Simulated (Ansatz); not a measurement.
The system is GaAs.

```
As Ga
1.0
     0.00000    2.82685    2.82685
     2.82685    0.00000    2.82685
     2.82685    2.82685    0.00000
As Ga
1 1
Cartesian
  4.2403 4.2403 4.2403
  0.0000 0.0000 0.0000
```

Base run:

```yaml
Program: Ansatz 0.2.0
Functional: revPBE
Potentials_or_basis: all-electron LAPW, scalar-relativistic
Cutoff: 316 eV
Density_cutoff: 1263 eV
Basis_error_allowed: 0.001 eV/atom
k_mesh: 8 × 8 × 8
Occupations: fermi-dirac, width 0.05 eV
Spin: no spin polarisation
```

Its results: band gap on the k mesh 0.62 eV, direct; pressure 4.7 GPa.

Task: After a change of settings the same cell gave: band gap on the k mesh 0.35 eV, direct; pressure 6.9 GPa. Which change was it?
A. functional from revPBE to LDA; occupations from fermi-dirac, width 0.05 eV to gaussian, width 0.05 eV
B. functional from revPBE to LDA
C. functional from revPBE to BLYP

Result: C.

Not every run made on this cell is shown here.
